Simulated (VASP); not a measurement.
Crystal: Bi2Se3 (Paraguanajuatite).

```
Bi Se
1.0
     2.07150    1.19598    9.54533
    -2.07150    1.19598    9.54533
     0.00000   -2.39196    9.54533
Bi Se
2 3
Direct
  0.59920 0.59920 0.59920
  0.40080 0.40080 0.40080
  0.78830 0.78830 0.78830
  0.21170 0.21170 0.21170
  0.00000 0.00000 0.00000
```

Base run:

```yaml
Program: VASP 6.6.1
Functional: PBEsol
Potentials_or_basis: VASP PAW PBE potentials, release 64 (Bi_d, Se)
Cutoff: 520 eV
k_mesh: 8 × 8 × 8
Occupations: gaussian, width 0.02 eV
Spin: no spin polarisation
```

Its results: band gap on the k mesh 0.13 eV, direct.

Question: The run is repeated on the same cell with these changes: functional from PBEsol to TB-mBJ. What comes out?

Answer: Band gap on the k mesh 0.79 eV, direct.

Caveats: spin-orbit coupling is left out, which as a rule narrows the gap of such compounds by several tenths of an eV.
